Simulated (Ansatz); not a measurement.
A run of Ansatz 0.2.0 is set up as follows.

Contents of input.yaml:

```yaml
crystal:
  lattice:
    - [2.0715, 1.1959810826, 9.5453333333]
    - [-2.0715, 1.1959810826, 9.5453333333]
    - [0.0, -2.3919621653, 9.5453333333]
  atoms:
    - { symbol: Bi, position: [0.5992, 0.5992, 0.5992] }
    - { symbol: Bi, position: [0.4008, 0.4008, 0.4008] }
    - { symbol: Se, position: [0.7883, 0.7883, 0.7883] }
    - { symbol: Se, position: [0.2117, 0.2117, 0.2117] }
    - { symbol: Se, position: [0.0, 0.0, 0.0] }
hamiltonian:
  xc: pbe
  pseudopotentials: { kind: paw }
  dispersion: d3bj
kpoints:
  mp_grid: { grid: [8, 8, 8] }
scf:
  occupations: { method: fermi_dirac, width: 0.05 }
output:
  forces: true
  stress: true
relax:
  f_tol: 0.01
  max_steps: 40
  cell: { stress_tol: 0.05 }
```

Potentials or basis: Ansatz PAW.

Command:

```bash
$ ansatz run input.yaml --threads 2 --pin off --max-ram 5632MiB --backend cpu --events-out ev --progress --plain --runs-dir out
```

(1) Predict the relaxed cell.

(2) What does it give for the space group after relaxing (to 0.05 Å)?

(3) Predict the relaxed volume.

Results:

(1) a = 9.778 Å, b = 9.778 Å, c = 9.778 Å, α = 24.47°, β = 24.47°, γ = 24.47°.

(2) R-3m (No. 166).

(3) 28.20 Å³/atom.
